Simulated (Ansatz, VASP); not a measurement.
**Two plane-wave programs on MgS**

```
Mg S
1.0
    -0.03265    2.82653    2.82653
     2.82653   -0.03265    2.82653
     2.82653    2.82653   -0.03265
Mg S
1 1
Direct
  0.99895 0.99895 0.99895
  0.25105 0.25105 0.25105
```

Change from the starting cell: epitaxial_111 strain +1.0%.

Alike in both runs: task single point; functional r2SCAN; k mesh 8 × 8 × 8; no spin polarisation.

|  | VASP | Ansatz |
| --- | --- | --- |
| version | VASP 6.6.1 | Ansatz 0.2.0 |
| potentials or method | VASP PAW PBE potentials, release 64 (Mg, S) | plane waves, PAW |
| plane-wave cutoff (eV) | 520 | 500 |
| occupations | gaussian, width 0.01 eV | fixed |
| valence electrons in the cell | 8 | 16 |

Ansatz gave:

* gap on the k mesh at the Fermi level (eV): 4.00
* pressure (GPa): -0.7
* largest component of the traceless stress (GPa): 0.37

**Question.** What did VASP give for the same quantities?

**Answer.** gap on the k mesh at the Fermi level (eV): 3.99; pressure (GPa): -1.0; largest component of the traceless stress (GPa): 0.37.

The two sets of potentials don't hold the same shells in valence.

Caveats: the PAW data sets were made with another functional, which shifts forces and pressure a little (VASP). A k mesh can miss the band edges.
